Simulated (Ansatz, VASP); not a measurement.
**InP: VASP beside Ansatz**

INCAR

```
  PREC = Accurate
  ENCUT = 520
  EDIFF = 1E-6
  ISMEAR = 0
  SIGMA = 0.01
  LREAL = False
  LASPH = True
  NELM = 60
  ALGO = Normal
  ISIF = 2
  LWAVE = False
  LCHARG = False
  GGA = PE
  NBANDS = 16
```

Contents of KPOINTS:

```
Automatic mesh
0
Gamma
  6 6 6
```

File POSCAR:

```
InP
1.0
    0.0000000000      2.9183759736      2.9183759736
    2.9183759736      0.0000000000      2.9183759736
    2.9183759736      2.9183759736      0.0000000000
In P
1 1
Direct
    0.0000000000      0.0000000000      0.0000000000
    0.2500000000      0.2500000000      0.2500000000
```

Input for Ansatz:

```yaml
crystal:
  lattice:
    - [0.0, 2.9183759736, 2.9183759736]
    - [2.9183759736, 0.0, 2.9183759736]
    - [2.9183759736, 2.9183759736, 0.0]
  atoms:
    - { symbol: In, position: [0.0, 0.0, 0.0] }
    - { symbol: P, position: [0.25, 0.25, 0.25] }
kpoints:
  mp_grid: { grid: [6, 6, 6] }
hamiltonian:
  xc: pbe
scf:
  occupations: { method: fixed }
  n_extra_bands: 4
output:
  forces: true
  stress: true
  eigenvalues: true
```

Alike in both runs: task single point; functional PBE; k mesh 6 × 6 × 6; no spin polarisation.

|  | VASP | Ansatz |
| --- | --- | --- |
| version | VASP 6.6.1 | Ansatz 0.2.0 |
| potentials or method | VASP PAW PBE potentials, release 64 (In_d, P) | plane waves, PAW |
| plane-wave cutoff (eV) | 520 | 420 |
| occupations | gaussian, width 0.01 eV | fixed |
| valence electrons in the cell | 18 | 18 |

```tsv
	VASP	Ansatz	Ansatz less VASP
gap on the k mesh at the Fermi level (eV)	0.78	0.78	+0.003
pressure (GPa)	4.2	4.3	+0.07
```

Caveats: spin-orbit coupling is left out, which moves the levels of the heavy elements.
